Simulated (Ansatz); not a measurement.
**An O vacancy in corundum Al2O3, 119 atoms, charge +1**

All numbers come from Ansatz (PAW, plane waves, no spin–orbit coupling) at the single k point (¼, ¼, ¼) without its symmetry partners. The atoms were relaxed with PBEsol in a fixed cell; other functionals are single points on those atoms unless said otherwise. The valence top and gap of the host come from its small cell on a dense mesh, with the band extrema sought between the mesh points, lined up by the mean potential, PBEsol gap 6.03 eV, HSE06 (atoms relaxed with HSE06) gap 7.99 eV. The charge correction uses an assumed dielectric constant of 10.

Relaxed structure:

```xyz
119
Lattice="9.5479 0.0000 0.0000 -4.7739 8.2687 0.0000 0.0000 0.0000 13.0136" Properties=species:S:1:pos:R:3 pbc="T T T"
Al    2.3894    1.3816    2.4088
Al    0.0070    5.5137    2.4134
Al    7.1648    1.3812    2.4093
Al    4.7776    5.5163    2.4097
Al    0.0005    2.7608    0.2510
Al   -2.3847    6.8949    0.2520
Al    4.7759    2.7613    0.2453
Al    2.3909    6.8955    0.2469
Al    0.0047    2.7618    4.0876
Al   -2.3779    6.8988    4.0814
Al    4.7742    2.7556    4.0613
Al    2.3908    6.8949    4.0864
Al   -0.0040    2.7602    6.7425
Al   -2.3744    6.8968    6.7472
Al    4.8101    2.6749    6.6874
Al    2.3827    6.8729    6.7533
Al    0.0048    0.0168    4.5626
Al   -2.3784    4.1331    4.5790
Al    0.0070    8.2582    4.5728
Al    2.3887    4.1317    4.5822
Al    0.0033    0.0038    1.9171
Al   -2.3839    4.1400    1.9226
Al    4.7782    0.0022    1.9181
Al    2.3910    4.1382    1.9240
Al   -0.0002    0.0139    8.4355
Al    7.1484    4.1214    8.4290
Al    0.0060    8.2668    8.4397
Al    2.2980    4.1246    8.4959
Al    0.0032    0.0114   11.1013
Al   -2.3844    4.1396   11.0959
Al    4.7772    0.0066   11.0945
Al    2.3868    4.1340   11.1216
Al    2.3879    1.3717    8.9223
Al   -0.0289    5.5220    8.9263
Al    7.1575    1.3729    8.9228
Al    4.8040    5.5813    8.9861
Al    2.3817    1.3751    6.2600
Al   -0.0023    5.5066    6.2597
Al    7.1840    1.3576    6.2563
Al    4.8191    5.5722    6.1969
Al    2.3894    1.3816   12.7734
Al    0.0012    5.5172   12.7733
Al    7.1592    1.3844   12.7694
Al    4.7761    5.5171   12.7730
Al   -0.0120    2.7565   10.6100
Al   -2.3741    6.9028   10.6202
Al    4.7715    2.7563   10.6007
Al    2.3822    6.8971   10.6039
O     1.4635    0.0052    3.2487
O    -0.9244    4.1392    3.2569
O     6.2387    0.0023    3.2534
O     3.8511    4.1387    3.2583
O     3.1210    0.1183    1.0849
O     0.7334    4.2522    1.0868
O     7.8946    0.1175    1.0826
O     5.5061    4.2524    1.0854
O    -0.7279    1.2676    3.2535
O     6.4300    5.3999    3.2637
O     4.0451    1.2642    3.2541
O     1.6656    5.3995    3.2613
O     1.6662    2.8720    3.2601
O    -0.7225    7.0044    3.2552
O     6.4338    2.8757    3.2577
O     4.0489    7.0026    3.2595
O     0.9295    1.3838    1.0845
O    -1.4576    5.5171    1.0864
O     5.7036    1.3828    1.0822
O     3.3170    5.5160    1.0835
O     1.6548    0.1093    7.5913
O    -0.7395    4.2474    7.5939
O     6.4359    0.1046    7.5891
O     0.7324    1.4966    5.4230
O    -1.6650    5.6269    5.4332
O     5.5235    1.4809    5.4071
O     3.1350    5.5967    5.4572
O    -1.4601    2.7535    5.4233
O    -3.8265    6.9213    5.4118
O     3.3263    2.7620    5.4444
O     0.9377    6.8808    5.4249
O    -0.7328    1.4981   11.9277
O    -3.1200    5.6294   11.9233
O     4.0416    1.5005   11.9225
O     1.6610    5.6311   11.9250
O     7.8775    2.8742    9.7579
O    -4.0268    7.0370    9.7708
O     3.1165    2.8835    9.7381
O     0.7282    7.0025    9.7596
O     3.1203    2.6475    1.0846
O     0.7344    6.7786    1.0839
O     7.8907    2.6467    1.0851
O     5.5057    6.7793    1.0844
O     3.8507    1.3790    7.5889
O     1.4592    5.4994    7.5976
O     8.6197    1.3744    7.5866
O     6.1819    5.4852    7.5850
O     1.6566    2.6459    7.5937
O    -0.7320    6.7738    7.5961
O     6.4208    2.6346    7.5854
O     4.0470    6.7173    7.5978
O     0.7317    4.0205    5.4252
O    -1.6447    8.1584    5.4252
O     5.4912    4.0221    5.4464
O     3.1335    8.1343    5.4283
O     1.4602    2.7567   11.9286
O    -0.9246    6.8940   11.9294
O     6.2307    2.7637   11.9212
O     3.8492    6.8896   11.9187
O     3.3174    0.0040    9.7597
O     0.9081    4.1455    9.7758
O     3.3195    8.2617    9.7495
O     5.6669    4.1351    9.7256
O     0.7276    1.2765    9.7573
O    -1.6825    5.4024    9.7546
O     5.5035    1.2653    9.7577
O     3.1249    5.3879    9.7357
O    -0.7297    4.0252   11.9294
O    -3.1138    8.1605   11.9339
O     4.0463    4.0262   11.9243
O     1.6608    8.1591   11.9258
```

Chemical potentials μ are those of reference phases of the elements at zero temperature by the same functional (the usual solids, diamond for C, grey Sn, and the molecules H2, N2, O2, F2, Cl2, Br2 and S8).

| functional | E(defect) − E(host) − Σ nμ + q·E_VBM (eV) | monopole (eV) | alignment (eV) | formation energy at E_F = VBM (eV) | moment (μB) | wall time, shared host |
| --- | --- | --- | --- | --- | --- | --- |
| PBEsol | 4.04 | 0.19 | -0.11 | 4.12 | 1.0 | 5.2 s on NVIDIA GB200 (relaxation) |

(1) Estimate the formation energy and moment that HSE06 (atoms relaxed with HSE06) gives on these atoms.

HSE06 (atoms relaxed with HSE06) one-electron levels near the gap (the ten most localised at most), from the host's valence top, not corrected for the charge's images:

| level (eV) | spin | filling | atoms sharing it | element of the atom with most weight |
| --- | --- | --- | --- | --- |
| -0.30 | down | 1.00 | 55.9 | spread |
| -0.25 | up | 1.00 | 52.0 | spread |
| -0.24 | down | 1.00 | 53.0 | spread |
| -0.21 | up | 1.00 | 57.9 | spread |
| -0.21 | down | 1.00 | 58.3 | spread |
| -0.16 | up | 1.00 | 59.3 | spread |
| -0.15 | down | 1.00 | 61.1 | spread |
| -0.05 | up | 1.00 | 60.7 | spread |
| 3.07 | up | 1.00 | 9.8 | Al |
| 5.67 | down | 0.00 | 9.9 | Al |

All elements are taken at their own reference at once; growth conditions in equilibrium with the host shift these energies, by up to the host's formation enthalpy.

One k point and a cell of this size can leave errors of several tenths of an eV in such numbers.

Answers

(1) 3.07 eV at E_F = VBM (2.99 eV before the monopole term 0.19 eV and the alignment -0.11 eV), moment 1.0 μB.

The singly charged vacancy holds one unpaired electron, as expected for the F⁺ centre of corundum. Its occupied spin-up level at 3.07 eV and empty spin-down partner at 5.67 eV both lie well inside the HSE06 gap. They are best read as one s-like cavity orbital split by exchange and built largely from the empty s and p states of the surrounding Al ions, which explains the Al weight. The four Al ions around the missing oxygen move outward, because a single trapped electron only partly replaces the charge of the oxide ion that held them together.

The formation energy at the valence top falls from 4.12 eV in PBEsol to 3.07 eV in HSE06, probably in large part because the hybrid lowers the valence top, from which the removed electron's energy is counted. With only one charge state computed, the Fermi-level range in which F⁺ is stable remains open. Nor is the spacing of the two spin levels an optical absorption energy, since the F⁺ bands arise from excitation of the trapped electron into p-like states.
